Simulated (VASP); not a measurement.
# Zn (Fm-3m) in VASP: a series of runs

Runs on Zn. Level: PBEsol. Tasks: single point.

Program: VASP 6.6.1. These are calculated values, not measurements. Logs are shortened: lines on timing, memory, paths and dates and some standing lists are left out, and cuts for length are marked.

### Step 1. The crystal as given

Symmetry: Fm-3m, No. 225, cubic system. The conventional cell has a = 3.930 Å, b = 3.930 Å, c = 3.930 Å, α = 90.00°, β = 90.00°, γ = 90.00°. Zn (site symmetry m-3m) has 12 Zn at 2.78 Å as nearest neighbours.

This isn't the form of Zn at room conditions, which is hcp.

### Step 2. Single point, PBEsol

The input, INCAR:

```
SYSTEM = Zn
PREC = Accurate ; ENCUT = 520
EDIFF = 1E-6 ; ISMEAR = 0
SIGMA = 0.15 ; LREAL = .False.
LASPH = .True. ; NELM = 80
ALGO = Fast ; ISIF = 2
LWAVE = .False. ; LCHARG = .False.
GGA = PS ; NBANDS = 12
```

The input, KPOINTS:

```
Automatic mesh
0
Gamma
  22 22 22
  0 0 0
```

The input, POSCAR:

```
Zn
1.0
    0.0000000000      1.9647760000      1.9647760000
    1.9647760000      0.0000000000      1.9647760000
    1.9647760000      1.9647760000      0.0000000000
Zn
1
Direct
    0.0000000000      0.0000000000      0.0000000000
```

Potentials or basis: VASP PAW PBE potentials, release 64 (Zn).

Run with:

```sh
cat potpaw_PBE.64/Zn/POTCAR > POTCAR
mpirun -np 1 vasp_std > vasp.out
```

OUTCAR:

```text
SYSTEM = Zn
   PREC = Accurate
   ENCUT = 520
   EDIFF = 1E-6
   ISMEAR = 0
   LREAL = .False.
   LASPH = .True.
   NELM = 80
   ISIF = 2
   GGA = PS

 ion  position               nearest neighbor table
   1  0.000  0.000  0.000-

  LATTYP: Found a face centered cubic cell.
 ALAT       =     3.9295520000

  Lattice vectors:

 A1 = (   0.0000000000,   1.9647760000,   1.9647760000)
 A2 = (   1.9647760000,   0.0000000000,   1.9647760000)
 A3 = (   1.9647760000,   1.9647760000,   0.0000000000)

Analysis of symmetry for initial positions (statically):
=====================================================================
 Subroutine PRICEL returns:
 Original cell was already a primitive cell.

 Routine SETGRP: Setting up the symmetry group for a
 face centered cubic supercell.

 Subroutine GETGRP returns: Found 48 space group operations
 (whereof 48 operations were pure point group operations)
 out of a pool of 48 trial point group operations.

The static configuration has the point symmetry O_h .

Analysis of symmetry for dynamics (positions and initial velocities):
=====================================================================
 Subroutine PRICEL returns:
 Original cell was already a primitive cell.

 Routine SETGRP: Setting up the symmetry group for a
 face centered cubic supercell.

 Subroutine GETGRP returns: Found 48 space group operations
 (whereof 48 operations were pure point group operations)
 out of a pool of 48 trial point group operations.

The dynamic configuration has the point symmetry O_h .

 Subroutine INISYM returns: Found 48 space group operations
 (whereof 48 operations are pure point group operations),
 and found     1 'primitive' translations

----------------------------------------------------------------------------------------

                                     Primitive cell

  volume of cell :      15.1694

  direct lattice vectors                    reciprocal lattice vectors
     0.000000000  1.964776000  1.964776000    -0.254481936  0.254481936  0.254481936
     1.964776000  0.000000000  1.964776000     0.254481936 -0.254481936  0.254481936
     1.964776000  1.964776000  0.000000000     0.254481936  0.254481936 -0.254481936

  length of vectors
     2.778612866  2.778612866  2.778612866     0.440775643  0.440775643  0.440775643

  position of ions in fractional coordinates (direct lattice)
     0.000000000  0.000000000  0.000000000

  ion indices of the primitive-cell ions
   primitive index   ion index
                 1           1

----------------------------------------------------------------------------------------

 KPOINTS: Automatic mesh

Automatic generation of k-mesh.
 Grid dimensions read from file:
 generate k-points for:   22   22   22

 Generating k-lattice:

  Cartesian coordinates                     Fractional coordinates (reciprocal lattice)
    -0.011567361  0.011567361  0.011567361     0.045454545  0.000000000  0.000000000
     0.011567361 -0.011567361  0.011567361     0.000000000  0.045454545  0.000000000
     0.011567361  0.011567361 -0.011567361     0.000000000  0.000000000  0.045454545

  Length of vectors
     0.020035256  0.020035256  0.020035256

  Shift w.r.t. Gamma in fractional coordinates (k-lattice)
     0.000000000  0.000000000  0.000000000

 Subroutine IBZKPT returns following result:
 ===========================================

 Found    328 irreducible k-points:

 Following reciprocal coordinates:
            Coordinates               Weight
  0.000000  0.000000  0.000000      1.000000
  0.045455  0.000000  0.000000      8.000000
  0.090909  0.000000  0.000000      8.000000
  0.136364  0.000000  0.000000      8.000000
  0.181818  0.000000  0.000000      8.000000
  0.227273  0.000000  0.000000      8.000000
[... 16 lines left out ...]
  0.500000  0.045455  0.000000     24.000000
 -0.454545  0.045455  0.000000     24.000000
 [... further k-points ...]
   k-points           NKPTS =    328   k-points in BZ     NKDIM =    328   number of bands    NBANDS=     12
   number of dos      NEDOS =    301   number of ions     NIONS =      1
   total plane-waves  NPLWV =  13824
   dimension x,y,z NGX =    24 NGY =   24 NGZ =   24
   dimension x,y,z NGXF=    48 NGYF=   48 NGZF=   48
   ions per type =               1
   NGX,Y,Z   is equivalent  to a cutoff of  14.36, 14.36, 14.36 a.u.
   NGXF,Y,Z  is equivalent  to a cutoff of  28.72, 28.72, 28.72 a.u.
 SYSTEM =  Zn
   PREC   = accura    normal or accurate (medium, high low for compatibility)
   ISTART =      0    job   : 0-new  1-cont  2-samecut
   ICHARG =      2    charge: 1-file 2-atom 10-const
   ISPIN  =      1    spin polarized calculation?
   LNONCOLLINEAR =      F non collinear calculations
   LSORBIT =      F    spin-orbit coupling
   LASPH  =      T    aspherical Exc in radial PAW
   ENCUT  =  520.0 eV  38.22 Ry    6.18 a.u.   5.17  5.17  5.17*2*pi/ulx,y,z
   NELM   =     80;   NELMIN=  2; NELMDL= -5     # of ELM steps
   EDIFF  = 0.1E-05   stopping-criterion for ELM
   LREAL  =      F    real-space projection
   EDIFFG = 0.1E-04   stopping-criterion for IOM
   NSW    =      0    number of steps for IOM
   IBRION =     -1    ionic relax: 0-MD 1-quasi-New 2-CG
   NFREE  =      0    steps in history (QN), initial steepest desc. (CG)
   ISIF   =      2    stress and relaxation
   ISYM   =      2    0-nonsym 1-usesym 2-fastsym
   POTIM  = 0.5000    time-step for ionic-motion
   TEBEG  =    0.0;   TEEND  =   0.0 temperature during run
   PSTRESS=    0.0 pullay stress
   NELECT =      12.0000    total number of electrons
   NUPDOWN=      -1.0000    fix difference up-down
   EMIN   =  10.00;   EMAX   =-10.00  energy-range for DOS
   EFERMI =   0.00;   METHOD = LEGACY
   ISMEAR =     0;   SIGMA  =   0.15  broadening in eV -4-tet -1-fermi 0-gaus
   EFERMI_NEDOS =   21; number of points for ismear=-14 and -15
   IALGO  =     68    algorithm
   IMIX   =      4    mixing-type and parameters
     AMIX     =   0.40;   BMIX     =  1.00
     AMIX_MAG =   1.60;   BMIX_MAG =  1.00
  volume/ion in A,a.u.               =      15.17       102.37
  Fermi-wavevector in a.u.,A,eV,Ry     =   1.514069  2.861175 31.190044  2.292404
  Thomas-Fermi vector in A             =   2.623775
   LORBIT       =      0    0 simple, 1 ext, 2 COOP (PROOUT), +10 PAW based schemes
   GGA     = PS    functional components
   LHFCALC =     F    Hartree Fock is set to
   AEXX    =    0.0000 exact exchange contribution
   IVDW    =     0    specifies the selected vdW correction
   LEPSILON=     F    determine dielectric tensor
   LRPA    =     F    only Hartree local field effects (RPA)
 non-spin polarized calculation
 RMM-DIIS sequential band-by-band and
 Gauss-broadening in eV      SIGMA  =   0.15
  energy-cutoff  :      520.00
  volume of cell :       15.17
 maximum number of plane-waves:       420
 NGX is ok and might be reduce to    24
   NGX = 11   NGY = 11   NGZ = 11

 number of electron      12.0000008 magnetization

 Free energy of the ion-electron system (eV)
  ---------------------------------------------------
  ext. energy  EPLUGINS =         0.00000000
  ---------------------------------------------------
  free energy    TOTEN  =        -1.54486807 eV

  energy without entropy =       -1.54072690  energy(sigma->0) =       -1.54279748

 E-fermi :   2.8855     XC(G=0): -11.7248

 val. band max:        2.8680204911   @ k =  -0.4091   0.4091   0.0000
 cond. band min:       2.8855732312   @ k =  -0.4091   0.2727   0.0000
 fundamental gap:      0.0175527401
 Fermi energy:         2.8854529235

 k-point     1 :       0.0000    0.0000    0.0000
  band No.  band energies     occupation
      1      -7.4584      2.00000
      2      -4.6749      2.00000
      3      -4.6749      2.00000
      4      -4.6749      2.00000
      5      -4.2917      2.00000
      6      -4.2917      2.00000
      7      21.1527      0.00000
      8      21.1527      0.00000
      9      21.1527      0.00000
     10      21.8257      0.00000
     11      23.9357      0.00000
     12      23.9357      0.00000

 k-point     2 :       0.0455    0.0000    0.0000
  band No.  band energies     occupation
      1      -7.3959      2.00000
      2      -4.6803      2.00000
      3      -4.6676      2.00000
      4      -4.6676      2.00000
      5      -4.2939      2.00000
      6      -4.2939      2.00000
      7      19.8878      0.00000
      8      20.9333      0.00000
      9      20.9333      0.00000
     10      21.6440      0.00000
     11      24.2608      0.00000
     12      24.2608      0.00000

 k-point     3 :       0.0909    0.0000    0.0000
  band No.  band energies     occupation
      1      -7.2100      2.00000
      2      -4.6940      2.00000
      3      -4.6476      2.00000
      4      -4.6476      2.00000
      5      -4.2988      2.00000
      6      -4.2988      2.00000
      7      17.7123      0.00000
      8      20.4608      0.00000
      9      20.4608      0.00000
     10      21.5556      0.00000
     11      25.0481      0.00000
     12      25.0481      0.00000

 k-point     4 :       0.1364    0.0000    0.0000
  band No.  band energies     occupation
      1      -6.9074      2.00000
      2      -4.7078      2.00000
      3      -4.6212      2.00000
      4      -4.6212      2.00000
      5      -4.3010      2.00000
      6      -4.3010      2.00000
      7      15.4855      0.00000
      8      19.9467      0.00000
      9      19.9467      0.00000
     10      21.4473      0.00000
     11      26.0666      0.00000
     12      26.0669      0.00000

 k-point     5 :       0.1818    0.0000    0.0000
  band No.  band energies     occupation
      1      -6.5049      2.00000
      2      -4.7016      2.00000
      3      -4.5990      2.00000
      4      -4.5990      2.00000
      5      -4.2915      2.00000
      6      -4.2915      2.00000
      7      13.3126      0.00000
      8      19.4739      0.00000
      9      19.4739      0.00000
     10      21.3088      0.00000
     11      26.3403      0.00000
     12      26.3993      0.00000
[... 228 lines left out ...]
      1      -5.3903      2.00000
      2      -4.6657      2.00000
      3      -4.6417      2.00000
      4      -4.1261      2.00000
      5      -4.0414      2.00000
      6      -2.1570      2.00000
      7       4.4843      0.00000
      8      17.3970      0.00000
      9      18.2054      0.00000
     10      19.7160      0.00000
     11      23.0287      0.00000
     12      23.3057      0.00000

 k-point    22 :       0.4545    0.0455    0.0000
  band No.  band energies     occupation
      1      -5.3935      2.00000
      2      -4.6808      2.00000
      3      -4.6578      2.00000
      4      -4.0740      2.00000
      5      -4.0136      2.00000
      6      -1.0643      2.00000
      7       2.9306      0.67026
      8      17.4996      0.00000
      9      17.8379      0.00000
     10      19.5855      0.00000
     11      22.7644      0.00000
     12      22.9739      0.00000

 k-point    23 :       0.5000    0.0455    0.0000
  band No.  band energies     occupation
      1      -5.3974      2.00000
      2      -4.6873      2.00000
      3      -4.6665      2.00000
      4      -4.0441      2.00000
      5      -4.0061      2.00000
      6      -0.0412      2.00000
      7       1.7008      2.00000
      8      17.4854      0.00000
      9      17.7034      0.00000
     10      19.6341      0.00000
     11      22.3706      0.00000
     12      22.9832      0.00000

 k-point    24 :      -0.4545    0.0455    0.0000
  band No.  band energies     occupation
      1      -5.3964      2.00000
      2      -4.6843      2.00000
      3      -4.6665      2.00000
      4      -4.0380      2.00000
      5      -4.0201      2.00000
      6      -0.3353      2.00000
      7       2.0364      2.00000
      8      17.1991      0.00000
      9      17.9967      0.00000
     10      19.8136      0.00000
     11      22.1358      0.00000
     12      23.0602      0.00000

 [... further k-points ...]

------------------------ aborting loop because EDIFF is reached ----------------------------------------

  FORCE on cell =-STRESS in cart. coord.  units (eV):
  Direction    XX          YY          ZZ          XY          YZ          ZX
  --------------------------------------------------------------------------------------
  -------------------------------------------------------------------------------------
  Total       -0.4469660     -0.4469660     -0.4469660      0.0000000      0.0000000      0.0000000
  in kB      -47.2080421    -47.2080421    -47.2080421      0.0000000      0.0000000      0.0000000
  external PRESSURE =     -47.2080421 kB  Pullay stress =       0.0000000 kB

 VOLUME and BASIS-vectors are now :
 -----------------------------------------------------------------------------
  energy-cutoff  :      520.00
  volume of cell :       15.17
      direct lattice vectors                 reciprocal lattice vectors
     0.000000000  1.964776000  1.964776000    -0.254481936  0.254481936  0.254481936
     1.964776000  0.000000000  1.964776000     0.254481936 -0.254481936  0.254481936
     1.964776000  1.964776000  0.000000000     0.254481936  0.254481936 -0.254481936

 POSITION                                       TOTAL-FORCE (eV/Angst)
 -----------------------------------------------------------------------------------
      0.00000      0.00000      0.00000         0.000000      0.000000      0.000000
 -----------------------------------------------------------------------------------
    total drift:                                0.000000     -0.000000     -0.000000

  FREE ENERGIE OF THE ION-ELECTRON SYSTEM (eV)
  ---------------------------------------------------
  free  energy   TOTEN  =        -1.5448680688 eV

  energy  without entropy=       -1.5407268981  energy(sigma->0) =       -1.54279748
```

Wall time 28 s (1 thread of Intel Xeon Platinum 8488C (Sapphire Rapids), shared host); peak memory 0.17 GiB.

Results:

| Item | Value |
| --- | --- |
| Free energy | -1.5449 eV |
| Pressure | -4.7 GPa |
| Band gap on the k mesh | none (metal or under the smearing width) |

Caveat: the PAW data sets were made with another functional, which shifts forces and pressure a little.

[end of part 1 of 2]
